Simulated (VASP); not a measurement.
**SnS: relaxation of cell and atoms with PBE**

Crystal: SnS.

```xyz
8
Lattice="11.2000 0.0000 0.0000 0.0000 3.9870 0.0000 0.0000 0.0000 4.3340" Properties=species:S:1:pos:R:3 pbc="T T T"
Sn    1.3373    0.9968    0.5192
Sn    4.2627    2.9903    2.6862
Sn    6.9373    0.9968    1.6478
Sn    9.8627    2.9903    3.8148
S     9.5290    0.9968    2.0773
S     7.2710    2.9903    4.2443
S     3.9290    0.9968    0.0897
S     1.6710    2.9903    2.2567
```

```json
{"Program": "VASP 6.6.1", "Task": "relaxation of cell and atoms", "Functional": "PBE", "Potentials or basis": "VASP PAW PBE potentials, release 64 (Sn, S)", "Cutoff": "300 eV", "k mesh": "2 × 4 × 3", "Occupations": "gaussian, width 0.03 eV", "Spin": "no spin polarisation", "Further INCAR settings": "ALGO = Normal; EDIFF = 1e-06; IBRION = 2; EDIFFG = -0.01; NSW = 90; ISIF = 3"}
```

```yaml
Relaxed_volume: 25.04 Å³/atom
Relaxed_cell: a = 11.452 Å, b = 4.035 Å, c = 4.336 Å, α = 90.00°, β = 90.00°, γ = 90.00°
Space_group_after_relaxing_to_0.05_Å: Pnma (No. 62)
Energy_gained_by_relaxing: 6.1 meV/atom
Ionic_steps: 16
Pressure_after_relaxing: 0.0 GPa
Largest_force_after_relaxing: 0.006 eV/Å
Band_gap_on_the_k_mesh: 1.00 eV, indirect (least direct gap 1.23 eV)
```

Forces in eV/Å, atoms in the order of the input:
```
Sn  -0.004  0.000 -0.004
Sn   0.004  0.000 -0.004
Sn  -0.004  0.000  0.004
Sn   0.004  0.000  0.004
S    0.002  0.000  0.001
S   -0.002  0.000  0.001
S    0.002  0.000 -0.001
S   -0.002  0.000 -0.001
```

The path:
```
step  energy change (eV)  largest force (eV/Å)  pressure (GPa)  volume (Å³)
   1              0.0000                0.2098            1.99       193.53
   2             -0.0324                0.2065           -0.85       202.08
   3             -0.0412                0.0981            0.00       199.28
   4             -0.0435                0.0797            0.02       199.46
   5             -0.0451                0.0619            0.07       199.74
   6             -0.0467                0.0430            0.02       200.22
   7             -0.0474                0.0180           -0.06       200.85
   8             -0.0481                0.0202            0.02       200.78
   9             -0.0483                0.0278            0.08       200.72
  10             -0.0486                0.0173           -0.11       201.29
  11             -0.0486                0.0162           -0.06       201.13
  12             -0.0489                0.0095           -0.02       200.91
  13             -0.0490                0.0066            0.01       200.66
  14             -0.0491                0.0036           -0.02       200.67
  15             -0.0491                0.0071           -0.05       200.68
  16             -0.0492                0.0056            0.03       200.33
```

Final structure:
```xyz
8
Lattice="11.4521 0.0000 0.0000 0.0000 4.0347 0.0000 0.0000 0.0000 4.3356" Properties=species:S:1:pos:R:3 pbc="T T T"
Sn    1.4020    1.0087    0.5116
Sn    4.3240    3.0260    2.6795
Sn    7.1280    1.0087    1.6562
Sn   10.0501    3.0260    3.8240
S     9.7611    1.0087    2.0623
S     7.4170    3.0260    4.2301
S     4.0351    1.0087    0.1056
S     1.6910    3.0260    2.2734
```

Levels at points of the mesh, in eV from the valence-band top:
```
           k point  band 17  band 18  band 19  band 20  band 21  band 22  band 23  band 24
(0.00, 0.00, 0.00)    -1.81    -1.21    -0.64    -0.50     1.00     3.14     3.15     3.19
(0.50, 0.00, 0.00)    -2.00    -2.00    -0.54    -0.54     2.67     2.67     2.92     2.92
(0.00, 0.50, 0.00)    -0.82    -0.82    -0.68    -0.68     1.40     1.40     1.66     1.66
(0.50, 0.50, 0.00)    -0.83    -0.83    -0.83    -0.83     1.70     1.70     1.70     1.70
```

Wall time 68 s on 2 MPI ranks on Intel(R) Xeon(R) 6975P-C (Granite Rapids) (shared host), peak memory 0.18 GiB a rank.

Caveat: the k mesh is coarse (spacing up to 0.48 Å⁻¹), so the values aren't converged; the cutoff is under 1.25 times the usual one of these potentials, so pressure, stress and relaxed cells hold a basis-set (Pulay) error; spin-orbit coupling is left out, which moves the levels of the heavy elements; an odd mesh through Γ misses points on the zone boundary, where band edges often lie. PBE usually gives volumes a little too large and moduli too small.
